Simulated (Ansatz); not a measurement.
# B3P: from a guess to a relaxed structure, part 2 of 2

Where does this trial cell of B3P go when cell and atoms are let free?

Ansatz 0.2.0; DFT PBE, scalar-relativistic, plane waves, PAW.

### Step 4. Another rough relaxation

The end of the coarse run is made exact in the group found at a tolerance of 0.06 Å and reduced to its primitive cell.

File input.yaml:

```yaml
crystal:
  lattice:
    - [2.8201919358, 0.0, 0.0]
    - [-1.4100959679, 2.44235786, 0.0]
    - [0.0, 0.0, 5.0691827576]
  atoms:
    - { symbol: B, position: [0.0, 0.0, 0.5] }
    - { symbol: B, position: [0.6666666667, 0.3333333333, 0.3420990661] }
    - { symbol: B, position: [0.6666666667, 0.3333333333, 0.6579009339] }
    - { symbol: P, position: [0.0, 0.0, 0.0] }
basis:
  ecutwfc: 420
kpoints:
  mp_grid: { grid: [6, 6, 4] }
hamiltonian:
  xc: pbe
scf:
  occupations: { method: gaussian, width: 0.1 }
  lower_state_search: "off"
output:
  forces: true
  stress: true
  eigenvalues: true
relax:
  adjacent_minimum: "off"
  f_tol: 0.04
  max_steps: 70
  cell: { stress_tol: 0.4 }
```

Command:

```
$ ansatz run input.yaml --threads 1 --pin off --max-ram 2560MiB --backend cpu --events-out ev --progress --plain --runs-dir out
```

The log of the run (excerpt; [...] marks lines left out):

```text
[...]
relax step  11: F+E_penalty+E_count = -1220.62136750 eV  Δ(F+E_penalty+E_count) = -2.630e-4 eV  max|allowed force component| = 2.662e-3 eV/Å  Δτ_max = 0.0000 Å  P = +0.031 GPa  Ω = 34.389 Å³  stress off target by 5.14e-2 GPa  SCF on the basis re-selected at this cell (its energy is not [...]
SCF converged after 7 iterations
Free energy (F): -1220.621367 eV
[...]
E sigma→0 (E₀):  -1220.618998 eV
[...]
    - [-1.4431080366669542, 2.499536440318135, -1.6372823068782072e-18]
    - [9.409076883065146e-33, -3.3982256963089415e-18, 4.766856022518996]
  atoms:
    - { symbol: B, position: [-2.7755575615628914e-17, -5.7777898331617076e-34, 0.49999999999999994] }
    - { symbol: B, position: [0.6666666666666666, 0.3333333333333333, 0.3320543564443432] }
    - { symbol: B, position: [0.6666666666666666, 0.3333333333333333, 0.6679456435556567] }
    - { symbol: P, position: [-2.775557561562891e-17, -2.536924602449824e-33, 1.0694052910798297e-20] }
```

Run time: 13 s. Hardware: 1 thread of Arm Neoverse V2, shared host; peak memory 0.28 GiB.

### Step 5. Final relaxation

The end of the coarse run is made exact in the group found at a tolerance of 0.06 Å and reduced to its primitive cell.

File input.yaml:

```yaml
crystal:
  lattice:
    - [2.8862160733, 0.0, 0.0]
    - [-1.4431080367, 2.4995364403, 0.0]
    - [0.0, 0.0, 4.7668560225]
  atoms:
    - { symbol: B, position: [0.0, 0.0, 0.5] }
    - { symbol: B, position: [0.6666666667, 0.3333333333, 0.3320543564] }
    - { symbol: B, position: [0.6666666667, 0.3333333333, 0.6679456436] }
    - { symbol: P, position: [0.0, 0.0, 0.0] }
basis:
  ecutwfc: 420
kpoints:
  mp_grid: { grid: [18, 18, 10] }
hamiltonian:
  xc: pbe
scf:
  occupations: { method: gaussian, width: 0.1 }
output:
  forces: true
  stress: true
  eigenvalues: true
relax:
  adjacent_minimum: "off"
  f_tol: 0.01
  max_steps: 80
  cell: { stress_tol: 0.05 }
```

Command:

```
$ ansatz run input.yaml --threads 1 --pin off --max-ram 2560MiB --backend cpu --events-out ev --progress --plain --runs-dir out
```

The log of the run:

```text
Warning: RAYON_NUM_THREADS=1 ignored (pool sized by the plan → 1); use --threads N
Engine: ansatz 0.2.0, aarch64-unknown-linux-gnu
Pseudopotentials: kind: paw
Pseudopotential: B, paw, valence charge 3, recommended cutoff 420 eV (normal), B.paw.azcp
Pseudopotential: P, paw, valence charge 5, recommended cutoff 420 eV (normal), P.paw.azcp
Functional definition: PBE
  parameter kappa = 0.804
  parameter beta = 0.06672455060314922
  exchange = pbe_x(kappa = kappa, mu = beta*pi^2/3)
  correlation = pbe_c(beta = beta)
Crystal: 4 atoms, lattice volume = 34.389 Å³
Basis set: ecut = 420 eV, 687 PW (Γ), exchange–correlation on 40×40×64 points (8 copies of the dense FFT grid, shifted against one another)
Bands: 11, of which v1, the nominal top of the filled ones, is band 7 counted from 1 (6 counted from 0)
Symmetry: 12 space group operations
Space group: P-6m2 (ITA 187), of the structure as read, at distance tolerance 3.3e-5 Å
k-points: 222 of 3240 (time reversal used)
Non-local potential: B, projectors of the file, l = 0: 2, l = 1: 2, l = 2: 1
Non-local potential: P, projectors of the file, l = 0: 2, l = 1: 2, l = 2: 2
PAW form: soft (Blöchl's): semilocal exchange-correlation on the pseudo side does not see the compensation charge
PAW one-centre angular grid: B, 110 points (default); XC on 64 Gauss nodes
PAW one-centre angular grid: P, 110 points (default); XC on 64 Gauss nodes
Initial density: superposition of atomic densities (neutral atoms: chi_scale 0, normalization atom), corrected by the library's trained network
Initial wavefunctions: pseudopotential atomic-orbital guess
Functional: x = pbe(κ = 0.804, μ = 0.2195149727645171), c = pbe(β = 0.06672455060314922)
SCF iter   1: F=—  HF=-1220.598594 eV  |F-HF|=—  |Δ(HF+E_count)|=         —  Δρ=1.01e-2  dr2=3.90e-2  ethr=1.77e-3  ⟨swp⟩=5.2  Hψ=16449  notcnv=0
preconditioner: auto → none  [metal: Δε(μ)=0.017 eV  Ē_g=10.727 eV  σ=0.100 eV  W_gap=0.10  n_scr=2 (ndim 8)  ℏωp=23.7 eV  f_vac=0.000  D(μ)=1.54/eV (n_scr^D=22)  sad-step TF]
SCF iter   2: F=—  HF=-1220.592427 eV  |F-HF|=—  |Δ(HF+E_count)|=   6.17e-3  Δρ=5.64e-3  dr2=1.41e-2  ethr=2.79e-4  ⟨swp⟩=1.0  Hψ=4220  notcnv=0
SCF iter   3: F=—  HF=-1220.589171 eV  |F-HF|=—  |Δ(HF+E_count)|=   3.26e-3  Δρ=3.86e-4  dr2=3.88e-5  ethr=1.01e-4  ⟨swp⟩=2.6  Hψ=3890  notcnv=0
SCF iter   4: F=—  HF=-1220.589162 eV  |F-HF|=—  |Δ(HF+E_count)|=   8.35e-6  Δρ=8.64e-5  dr2=1.69e-6  ethr=2.77e-7  ⟨swp⟩=2.2  Hψ=3830  notcnv=0  defer=13
iter 5 did not close the SCF: its close was put off for the readings that it lacked (scf_convergence_deferred on its scf_iter line)
SCF iter   5: F=-1220.589163 eV  HF=-1220.589163 eV  |F-HF|=4.09e-9  |Δ(HF+E_count)|=   3.88e-7  Δρ=1.94e-5  dr2=7.86e-8  ethr=1.21e-8  ⟨swp⟩=2.4  Hψ=3921  notcnv=0  defer=14
SCF iter   6: F=-1220.589163 eV  HF=-1220.589163 eV  |F-HF|=1.99e-10  |Δ(HF+E_count)|=   3.30e-8  Δρ=2.44e-6  dr2=1.23e-9  ethr=5.61e-10  ⟨swp⟩=3.5  Hψ=11496  notcnv=0
the search or the solves at the SCF's close seem to have found levels that the self-consistency loop had missed (the run counts 1). By its estimate they hold under 1e-12 electrons; where the run keeps them, the occupations were computed again with them
SCF 1 converged in 6 iterations: F = -1220.589163 eV  dr2 = 1.23e-9
relax step   1: F+E_penalty+E_count = -1220.58916274 eV  Δ(F+E_penalty+E_count) = +0.000e0 eV  max|allowed force component| = 2.652e-2 eV/Å  Δτ_max = 0.0000 Å  P = +0.979 GPa  Ω = 34.389 Å³  (6 SCF iters, dr2 threshold 1.00e-7 eV, accepted)
Crystal: 4 atoms, lattice volume = 34.476 Å³
Basis set: ecut = 420 eV, 701 PW (Γ), exchange–correlation on 40×40×64 points (8 copies of the dense FFT grid, shifted against one another)
Initial density: handed on by an earlier stage of this run
Initial wavefunctions: those handed on with the density
iter 1 solved again at ethr=3.38e-6 eV; its pass at ethr=3.10e-3 eV (dr2=4.73e-4 eV) is discarded
SCF iter   1: F=—  HF=-1220.591631 eV  |F-HF|=—  |Δ(HF+E_count)|=         —  Δρ=8.56e-4  dr2=4.79e-4  ethr=3.38e-6  ⟨swp⟩=2.3  Hψ=17518  notcnv=0
preconditioner: auto → none  [metal: Δε(μ)=0.010 eV  Ē_g=10.709 eV  σ=0.100 eV  W_gap=0.05  n_scr=2 (ndim 8)  ℏωp=23.7 eV  f_vac=0.000  D(μ)=1.43/eV (n_scr^D=10)]
SCF iter   2: F=—  HF=-1220.591519 eV  |F-HF|=—  |Δ(HF+E_count)|=   1.11e-4  Δρ=2.88e-4  dr2=4.44e-5  ethr=3.38e-6  ⟨swp⟩=2.5  Hψ=3688  notcnv=0
SCF iter   3: F=—  HF=-1220.591504 eV  |F-HF|=—  |Δ(HF+E_count)|=   1.53e-5  Δρ=6.99e-5  dr2=1.79e-6  ethr=3.17e-7  ⟨swp⟩=2.1  Hψ=3461  notcnv=0
iter 4 did not close the SCF: its close was put off for the readings that it lacked (scf_convergence_deferred on its scf_iter line)
SCF iter   4: F=-1220.591504 eV  HF=-1220.591504 eV  |F-HF|=1.19e-8  |Δ(HF+E_count)|=   5.86e-8  Δρ=8.98e-6  dr2=9.80e-9  ethr=1.28e-8  ⟨swp⟩=2.3  Hψ=3789  notcnv=0
iter 5 did not close the SCF: its close was put off for the readings that it lacked (scf_convergence_deferred on its scf_iter line)
SCF iter   5: F=-1220.591504 eV  HF=-1220.591504 eV  |F-HF|=3.05e-11  |Δ(HF+E_count)|=   1.31e-8  Δρ=8.69e-7  dr2=1.65e-10  ethr=7.00e-11  ⟨swp⟩=2.5  Hψ=4025  notcnv=0
SCF iter   6: F=-1220.591504 eV  HF=-1220.591504 eV  |F-HF|=9.09e-13  |Δ(HF+E_count)|=  8.78e-11  Δρ=1.25e-7  dr2=2.75e-12  ethr=1.18e-12  ⟨swp⟩=1.1  Hψ=7343  notcnv=0
SCF 2 converged in 6 iterations: F = -1220.591504 eV  dr2 = 2.75e-12
relax step   2: F+E_penalty+E_count = -1220.59150415 eV  Δ(F+E_penalty+E_count) = -2.341e-3 eV  max|allowed force component| = 7.401e-2 eV/Å  Δτ_max = 0.0021 Å  P = +0.607 GPa  Ω = 34.476 Å³  energy of the carried Pulay correction = -1.162e-4 eV  (6 SCF iters, dr2 threshold 4.00e-7 eV, accepted)
Crystal: 4 atoms, lattice volume = 35.197 Å³
iter 1 solved again at ethr=1.03e-4 eV; its pass at ethr=3.10e-3 eV (dr2=1.44e-2 eV) is discarded
SCF iter   1: F=—  HF=-1220.597537 eV  |F-HF|=—  |Δ(HF+E_count)|=         —  Δρ=4.55e-3  dr2=1.42e-2  ethr=1.03e-4  ⟨swp⟩=1.0  Hψ=19535  notcnv=0
preconditioner: auto → none  [metal: Δε(μ)=0.015 eV  Ē_g=10.497 eV  σ=0.100 eV  W_gap=0.08  n_scr=2 (ndim 8)  ℏωp=23.4 eV  f_vac=0.000  D(μ)=1.33/eV (n_scr^D=10)]
SCF iter   2: F=—  HF=-1220.594212 eV  |F-HF|=—  |Δ(HF+E_count)|=   3.33e-3  Δρ=1.53e-3  dr2=1.12e-3  ethr=1.01e-4  ⟨swp⟩=2.4  Hψ=3524  notcnv=0
SCF iter   3: F=—  HF=-1220.594053 eV  |F-HF|=—  |Δ(HF+E_count)|=   1.60e-4  Δρ=4.14e-4  dr2=4.88e-5  ethr=8.01e-6  ⟨swp⟩=2.0  Hψ=3332  notcnv=0
SCF iter   4: F=—  HF=-1220.594062 eV  |F-HF|=—  |Δ(HF+E_count)|=   9.40e-6  Δρ=5.73e-5  dr2=4.34e-7  ethr=3.48e-7  ⟨swp⟩=2.2  Hψ=3843  notcnv=0
iter 5 did not close the SCF: its close was put off for the readings that it lacked (scf_convergence_deferred on its scf_iter line)
SCF iter   5: F=-1220.594062 eV  HF=-1220.594062 eV  |F-HF|=1.62e-9  |Δ(HF+E_count)|=   4.66e-7  Δρ=4.60e-6  dr2=4.22e-9  ethr=3.10e-9  ⟨swp⟩=2.5  Hψ=3924  notcnv=0
SCF iter   6: F=-1220.594062 eV  HF=-1220.594062 eV  |F-HF|=6.59e-11  |Δ(HF+E_count)|=   2.38e-9  Δρ=8.32e-7  dr2=9.30e-11  ethr=3.02e-11  ⟨swp⟩=1.7  Hψ=8643  notcnv=0
the search or the solves at the SCF's close seem to have found levels that the self-consistency loop had missed (the run counts 2). By its estimate they hold under 1e-12 electrons; where the run keeps them, the occupations were computed again with them
SCF 3 converged in 6 iterations: F = -1220.594062 eV  dr2 = 9.30e-11
relax step   3: F+E_penalty+E_count = -1220.59406243 eV  Δ(F+E_penalty+E_count) = -2.558e-3 eV  max|allowed force component| = 1.897e-1 eV/Å  Δτ_max = 0.0227 Å  P = -1.898 GPa  Ω = 35.197 Å³  energy of the carried Pulay correction = -1.069e-3 eV  (6 SCF iters, dr2 threshold 4.00e-7 eV, accepted)
[... 13 lines left out ...]
relax step   4: F+E_penalty+E_count = -1220.59711047 eV  Δ(F+E_penalty+E_count) = -3.048e-3 eV  max|allowed force component| = 1.216e-1 eV/Å  Δτ_max = 0.0082 Å  P = -0.310 GPa  Ω = 34.819 Å³  energy of the carried Pulay correction = -5.714e-4 eV  (6 SCF iters, dr2 threshold 4.00e-7 eV, accepted)
[... 13 lines left out ...]
relax step   5: F+E_penalty+E_count = -1220.59779325 eV  Δ(F+E_penalty+E_count) = -6.828e-4 eV  max|allowed force component| = 6.977e-4 eV/Å  Δτ_max = 0.0065 Å  P = +0.111 GPa  Ω = 34.810 Å³  energy of the carried Pulay correction = -5.594e-4 eV  (6 SCF iters, dr2 threshold 4.00e-7 eV, accepted)
[... 12 lines left out ...]
relax step   6: F+E_penalty+E_count = -1220.59779763 eV  Δ(F+E_penalty+E_count) = -4.379e-6 eV  max|allowed force component| = 2.633e-4 eV/Å  Δτ_max = 0.0005 Å  P = +0.016 GPa  Ω = 34.827 Å³  energy of the carried Pulay correction = -5.820e-4 eV  (6 SCF iters, dr2 threshold 8.91e-8 eV, accepted)
[... 17 lines left out ...]
relax step   7: F+E_penalty+E_count = -1220.59865898 eV  Δ(F+E_penalty+E_count) = -8.614e-4 eV  max|allowed force component| = 4.016e-4 eV/Å  Δτ_max = 0.0000 Å  P = +0.053 GPa  Ω = 34.827 Å³  stress off target by 1.08e-1 GPa  SCF on the basis re-selected at this cell (its energy is not comparable with the rows above)  (8 SCF iters)
[... 14 lines left out ...]
relax step   8: F+E_penalty+E_count = -1220.59864439 eV  Δ(F+E_penalty+E_count) = +1.459e-5 eV  max|allowed force component| = 3.307e-4 eV/Å  Δτ_max = 0.0004 Å  P = +0.000 GPa  Ω = 34.841 Å³  energy of the carried Pulay correction = -1.938e-5 eV  (6 SCF iters, dr2 threshold 2.90e-8 eV, accepted)
iter 1 solved again at ethr=3.69e-8 eV; its pass at ethr=3.10e-3 eV (dr2=5.17e-6 eV) is discarded
SCF iter   1: F=—  HF=-1220.598666 eV  |F-HF|=—  |Δ(HF+E_count)|=         —  Δρ=1.85e-6  dr2=1.52e-10  ethr=3.69e-8  ⟨swp⟩=3.1  Hψ=23745  notcnv=0
eigensolver tolerance schedule: the retry pair's looser diagonalisation over-reported the residual by 34059.37 of it (diagonalisation noise at 0.68 of the residual, at the tolerance the schedule requests for it); recorded, not acted on — ethr = c·dr2/N_el stays at c = 1.0e-1
SCF iter   2: F=—  HF=-1220.598666 eV  |F-HF|=—  |Δ(HF+E_count)|=   8.48e-8  Δρ=1.02e-6  dr2=6.03e-11  ethr=1.08e-12  ⟨swp⟩=3.2  Hψ=5411  notcnv=0
iter 3 did not close the SCF: its close was put off for the readings that it lacked (scf_convergence_deferred on its scf_iter line)
SCF iter   3: F=-1220.598666 eV  HF=-1220.598666 eV  |F-HF|=3.16e-11  |Δ(HF+E_count)|=  1.31e-10  Δρ=4.31e-7  dr2=7.20e-12  ethr=1.00e-12  ⟨swp⟩=2.0  Hψ=3517  notcnv=0
iter 4 did not close the SCF: its close was put off for the readings that it lacked (scf_convergence_deferred on its scf_iter line)
SCF iter   4: F=-1220.598666 eV  HF=-1220.598666 eV  |F-HF|=6.82e-13  |Δ(HF+E_count)|=  3.32e-11  Δρ=5.48e-8  dr2=1.09e-12  ethr=1.00e-12  ⟨swp⟩=1.0  Hψ=2442  notcnv=0
iter 5 did not close the SCF: its close was put off for the readings that it lacked (scf_convergence_deferred on its scf_iter line)
SCF iter   5: F=-1220.598666 eV  HF=-1220.598666 eV  |F-HF|=2.27e-13  |Δ(HF+E_count)|=  4.55e-13  Δρ=1.88e-8  dr2=1.06e-13  ethr=1.00e-12  ⟨swp⟩=1.0  Hψ=2442  notcnv=0
iter 6 did not close the SCF: its close was put off for the readings that it lacked (scf_convergence_deferred on its scf_iter line)
SCF iter   6: F=-1220.598666 eV  HF=-1220.598666 eV  |F-HF|=2.27e-13  |Δ(HF+E_count)|=  2.27e-13  Δρ=3.64e-9  dr2=4.37e-15  ethr=1.00e-12  ⟨swp⟩=1.0  Hψ=2442  notcnv=0
SCF iter   7: F=-1220.598666 eV  HF=-1220.598666 eV  |F-HF|=2.27e-13  |Δ(HF+E_count)|=  4.55e-13  Δρ=1.66e-9  dr2=7.67e-16  ethr=1.00e-12  ⟨swp⟩=1.0  Hψ=5792  notcnv=0
SCF 9 converged in 7 iterations: F = -1220.598666 eV  dr2 = 7.67e-16
relax step   9: F+E_penalty+E_count = -1220.59866569 eV  Δ(F+E_penalty+E_count) = -2.130e-5 eV  max|allowed force component| = 3.438e-4 eV/Å  Δτ_max = 0.0000 Å  P = +0.000 GPa  Ω = 34.841 Å³  stress off target by 4.46e-4 GPa  SCF on the basis re-selected at this cell (its energy is not comparable with the rows above)  (7 SCF iters)
basis re-selected at this cell: Δ(F+E_penalty+E_count) = -2.130e-5 eV, ΔP = +0.000 GPa vs the last step (what re-selecting the basis moved, of the pressure what is left beyond the Pulay correction that the steps carried, after the strain that the cell walked since its last selection, with what the two solves' SCF thresholds leave and, on support functions, any second-order correction that the steps lacked; it is no measure of the basis error at this ecutwfc). This SCF's stress stands 4.46e-4 GPa from its target on what of the cell is left free (relax.cell.stress_tol is 5.00e-2 GPa) and its largest allowed force component is 3.44e-4 eV/Å (relax.f_tol is 1.00e-2 eV/Å): within both
SCF converged after 7 iterations
Free energy (F): -1220.598666 eV
Harris-Foulkes:  -1220.598666 eV  (|F-HF|=2.27e-13)
Internal energy: -1220.591901 eV  (E = F + TS)
E sigma→0 (E₀):  -1220.595283 eV
Entropy (-TS):   -0.006765 eV (-1.691 meV/atom)
Fermi energy:    10.610727 eV
--- Per-component energies (eV) ---
  E_band       = 59.195822
  E_kinetic    = 215.863861
  E_local      = -70.888790  (includes V_loc(G=0)·N_el)
  E_nonlocal   = 68.264549
  E_hartree    = 18.312946
  E_xc         = -157.873903
  E_vxc        = -175.411417  (∫ρ·V_xc dr)
  E_paw        = -804.778387  (= ΣΔE_a)
  E_vpaw       = -15.258268  (= ΣTr[D̂ρ^β])
  E_aug_tail   = -0.000005  (compensation charges beyond the density's cutoff)
  E_ewald      = -489.492172
  E_smearing   = -0.006765  (= −TS)
  E_closure    = 0.000000  (closes the sum)
  Σ components = -1220.598666   (vs F -1220.598666, Δ=0.00e0)
--- Forces (eV/Å), atoms counted from 1 ---
  atom   1  B      0.00000000    -0.00000000     0.00000000
  atom   2  B      0.00000000     0.00000000    -0.00034381
  atom   3  B      0.00000000     0.00000000     0.00034381
  atom   4  P     -0.00000000    -0.00000000     0.00000000
  max |Σ_I F_I| component: 7.03e-16 eV/Å
--- Stress (GPa, compression-positive) ---
        0.000446       0.000000       0.000000
        0.000000       0.000446      -0.000000
        0.000000      -0.000000       0.000286
  P = ⅓ Tr σ = 0.0004 GPa (0.004 kbar)
--- Band table (eV; the first three rows and the last of 222) ---
  k-point 0: bands = ["-5.5448", "-1.1935", "0.7314", "10.1352", "10.1352", "13.9030", "14.8426", "15.3814", "15.3814", "17.1392", "17.1392"]
  k-point 1: bands = ["-5.4925", "-1.5940", "1.2236", "10.1599", "10.1599", "12.7319", "15.2073", "15.2073", "15.8952", "16.9057", "16.9057"]
  k-point 2: bands = ["-5.3361", "-2.3148", "2.2156", "10.2277", "10.2277", "11.1694", "14.8067", "14.8067", "16.8966", "16.8966", "17.0463"]
  k-point 221: bands = ["0.6745", "0.9173", "1.7891", "3.5596", "3.8092", "5.3917", "10.2605", "10.8962", "12.6041", "15.4338", "15.8278"]
--- Relaxed structure (7 steps of the walk, 7 accepted, 2 SCFs on fresh bases) ---
  F+E_penalty+E_count = -1220.59866569 eV   max|allowed force component| = 3.438e-4 eV/Å   (the final SCF, on the basis selected at the relaxed cell)
  cell:  # Å, volume = 34.8408 Å³
    - [2.8696553959690623, 2.870178352900804e-11, -1.020991124423982e-29]
    - [-1.4348276980093877, 2.4851944730019495, -8.845858200714045e-19]
    - [3.952395898587018e-33, -1.6869901057946512e-18, 4.885377867502586]
  atoms:
    - { symbol: B, position: [-2.775557561562892e-17, -2.0703746902162785e-33, 0.5] }
    - { symbol: B, position: [0.6666666666666667, 0.33333333333333337, 0.3368750914285421] }
    - { symbol: B, position: [0.6666666666666667, 0.33333333333333337, 0.6631249085714578] }
    - { symbol: P, position: [-2.7755575615628895e-17, -3.329466901217823e-33, 6.817925202299228e-34] }
```

It took 98 s on 1 thread of Arm Neoverse V2, shared host; peak memory 0.4 GiB.

Step by step:

```csv
step,energy from step 1 (eV/cell),largest force component (eV/Å),pressure (GPa),volume (Å³)
1,0.0000,0.0265,0.98,34.39
2,-0.0023,0.0740,0.61,34.48
3,-0.0049,0.1897,-1.90,35.20
4,-0.0079,0.1216,-0.31,34.82
5,-0.0086,0.0007,0.11,34.81
6,-0.0086,0.0003,0.02,34.83
7,-0.0095,0.0004,0.05,34.83
8,-0.0095,0.0003,0.00,34.84
9,-0.0095,0.0003,0.00,34.84
```

Step 1 is the start. Steps 7, 9 each repeat the geometry before them on a plane-wave basis chosen anew, so the energy can jump there without any move.

|  | before | after | change |
| --- | --- | --- | --- |
| a (Å) | 2.886 | 2.870 | -0.6 % |
| b (Å) | 2.886 | 2.870 | -0.6 % |
| c (Å) | 4.767 | 4.885 | +2.5 % |
| volume (Å³/atom) | 8.60 | 8.71 | +1.3 % |
| shortest distance (Å) | 1.601 | 1.594 | -0.5 % |
| space group (0.01 Å) | P-6m2 | P-6m2 | same |

The run keeps the 12 symmetry operations of the start, so it could not have lowered the symmetry.

### Step 6. Changing settings: occupations.width 0.05, preconditioner resta

input.yaml: that of step 5 with these lines changed.

```diff
@@ -17,7 +17,8 @@
 scf:
-  occupations: { method: gaussian, width: 0.1 }
+  occupations: { method: gaussian, width: 0.05 }
+  mixing: { preconditioner: resta }
 output:
   forces: true
+  eigenvalues: true
   stress: true
-  eigenvalues: true
 relax:
```

Command:

```
$ ansatz run input.yaml --threads 1 --pin off --max-ram 2560MiB --backend cpu --events-out ev --progress --plain --runs-dir out
```

The log of the run (excerpt; [...] marks lines left out):

```text
Warning: RAYON_NUM_THREADS=1 ignored (pool sized by the plan → 1); use --threads N
[...]
Pseudopotentials: kind: paw
Pseudopotential: B, paw, valence charge 3, recommended cutoff 420 eV (normal), B.paw.azcp
Pseudopotential: P, paw, valence charge 5, recommended cutoff 420 eV (normal), P.paw.azcp
Functional definition: PBE
[...]
Crystal: 4 atoms, lattice volume = 34.389 Å³
[...]
    - [2.8709200964229584, 2.8714433093126013e-11, -1.0181666199713354e-29]
    - [-1.4354600482363467, 2.486289735723195, -8.814593193471942e-19]
    - [-2.446721270553868e-33, -1.6810275686752235e-18, 4.882966861755526]
  atoms:
    - { symbol: B, position: [-2.775557561562892e-17, 0.0, 0.5] }
    - { symbol: B, position: [0.6666666666666665, 0.33333333333333326, 0.33678152917028553] }
    - { symbol: B, position: [0.6666666666666665, 0.33333333333333326, 0.6632184708297145] }
    - { symbol: P, position: [-2.7755575615628895e-17, -2.9074143824352173e-33, -1.8195677274378986e-19] }
```

Run time: 2 min. Hardware: 1 thread of Arm Neoverse V2, shared host; peak memory 0.4 GiB.

```tsv
run	ending	energy change	pressure (GPa)	gap (eV)	force (eV/Å)	cycles	time
step 5	converged	0	0.0	0.00	0.00	-	98 s
variant	converged	0.0 meV/atom (σ→0)	0.0	0.00	0.00	-	2 min
```

Changing the smearing and mixing hardly moves the energy: 0.0 meV/atom.

### Step 7. Results

What follows sums up all 2 parts. Changes of volume or cell count from the first structure of part 1.

```
                              quantity                                                                       value
symmetry at the end (tolerance 0.05 Å)                                                 space group P-6m2 (No. 187)
                     conventional cell  a = 2.870 Å, b = 2.870 Å, c = 4.885 Å, α = 90.00°, β = 90.00°, γ = 120.00°
                                volume                                                                8.71 Å³/atom
     energy over the elements, black P                                                               +0.71 eV/atom
                       gap on the mesh                                                                none (metal)
```

In words: The space group P-6m2 (No. 187) is kept, and the volume per atom shrinks by 38.5 % from the first guess. With a positive formation energy it can't be a ground state. No finished test with a distortion of lower symmetry is shown, so the end may be a saddle point.
